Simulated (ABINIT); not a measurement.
Crystal: MoS2.

```
CELL_PARAMETERS angstrom
3.16900 0.00000 0.00000
-1.58450 2.74443 0.00000
0.00000 0.00000 12.32400
ATOMIC_POSITIONS crystal
Mo 0.66667 0.33333 0.75000
Mo 0.33333 0.66667 0.25000
S 0.66667 0.33333 0.37700
S 0.33333 0.66667 0.87700
S 0.66667 0.33333 0.12300
S 0.33333 0.66667 0.62300
```

* Program: ABINIT 10.8.3 (patched build)
* Task: relaxation of cell and atoms
* Functional: PBEsol
* Potentials or basis: JTH PAW PBE v2.0
* Cutoff: 544 eV
* k mesh: 5 × 5 × 2
* Occupations: fermi-dirac, width 0.05 eV
* Spin: no spin polarisation

At the start: pressure -2.7 GPa; volume 17.86 Å³/atom.

**Question.** Where does the relaxation end?

**Answer.** Over 11 steps the energy falls by 3.7 meV/atom and the volume is 17.88 Å³/atom (+0.1 %); space group P6_3/mmc (No. 194, to 0.05 Å).

Step by step:
| step | energy change (eV) | largest force (eV/Å) | pressure (GPa) | volume (Å³) |
| --- | --- | --- | --- | --- |
| 1 | 0.0000 | 0.2850 | -2.67 | 107.18 |
| 2 | -0.0132 | 0.1085 | -1.18 | 106.31 |
| 3 | -0.0173 | 0.0220 | 0.09 | 105.57 |
| 4 | -0.0179 | 0.0150 | 0.17 | 105.51 |
| 5 | -0.0189 | 0.0372 | 0.16 | 105.49 |
| 6 | -0.0191 | 0.0457 | 0.12 | 105.54 |
| 7 | -0.0198 | 0.0777 | -0.10 | 105.94 |
| 8 | -0.0207 | 0.0848 | -0.23 | 106.48 |
| 9 | -0.0216 | 0.0525 | -0.21 | 107.09 |
| 10 | -0.0219 | 0.0174 | -0.08 | 107.27 |
| 11 | -0.0219 | 0.0019 | -0.01 | 107.28 |

Final structure:
```xyz
6
Lattice="3.1441 0.0000 0.0000 -1.5720 2.7229 0.0000 0.0000 0.0000 12.5316" Properties=species:S:1:pos:R:3 pbc="T T T"
Mo    1.5720    0.9076    9.3987
Mo    0.0000    1.8152    3.1329
S     1.5720    0.9076    4.6931
S     0.0000    1.8152   10.9589
S     1.5720    0.9076    1.5727
S     0.0000    1.8152    7.8385
```

Caveat: the k mesh is coarse (spacing up to 0.46 Å⁻¹), so the values aren't converged; the PAW data sets were made with another functional, which shifts forces and pressure a little; this functional lacks dispersion, which binds the layers, so the pressure and a relaxed spacing across them are unreliable.
